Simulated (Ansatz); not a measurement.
This HfSi₂O₆ structure is the end of a relaxation. The cell was found from a structure generator's guess, not taken from experiment.

All numbers below come from DFT PBE, scalar-relativistic, plane waves, PAW in Ansatz 0.2.0. Cutoff 420 eV, Γ-centred mesh, Gaussian smearing, no spin polarisation.

```cif
data_structure
_symmetry_space_group_name_H-M 'P 1'
_symmetry_Int_Tables_number 1
_cell_length_a 5.5932
_cell_length_b 5.5932
_cell_length_c 6.0196
_cell_angle_alpha 90.000
_cell_angle_beta 90.000
_cell_angle_gamma 124.416
_cell_volume 155.35
loop_
_atom_site_label
_atom_site_type_symbol
_atom_site_fract_x
_atom_site_fract_y
_atom_site_fract_z
_atom_site_occupancy
Hf1 Hf 0.50000 0.50000 0.00000 1
Si1 Si 0.50000 0.00000 0.34434 1
Si2 Si 0.00000 0.50000 0.65566 1
O1 O 0.82331 0.58897 0.81125 1
O2 O 0.22341 0.77659 0.50000 1
O3 O 0.58897 0.82331 0.18875 1
O4 O 0.17669 0.41103 0.81125 1
O5 O 0.77659 0.22341 0.50000 1
O6 O 0.41103 0.17669 0.18875 1
```

The zero of energy is the elements' standard structures at the same level (O₂ as a molecule); no fitted shifts are applied.

(1) Find its symmetry and describe it.

(2) What is its formation energy per atom?

(3) Is it a metal?

Results:

(1) C222 (No. 21). Conventional cell: a = 5.216 Å, b = 9.896 Å, c = 6.020 Å. Around Hf lie 4 O at 1.95 Å; around Si lie 4 O at 1.63 Å; O on a site of symmetry 1 has 1 Si at 1.63 Å and 1 Hf at 1.95 Å; O on a site of symmetry 2 is surrounded by 2 Si at 1.63 Å.

(2) −2.929 eV/atom. A negative formation energy is needed for stability but isn't enough: competing phases decide.

(3) No, the gap on the 6×6×4 mesh is 4.94 eV.

The last run used a 6×6×4 mesh (in the run's order of axes) for its 9-atom cell and Gaussian smearing of 0.02 eV. These runs have no spin–orbit coupling, which can matter for Hf. Kohn–Sham gaps at this level usually fall short of measured ones. A later test with randomly moved atoms led to a structure 7 meV/atom lower, so this end is a saddle point or a shallow minimum.
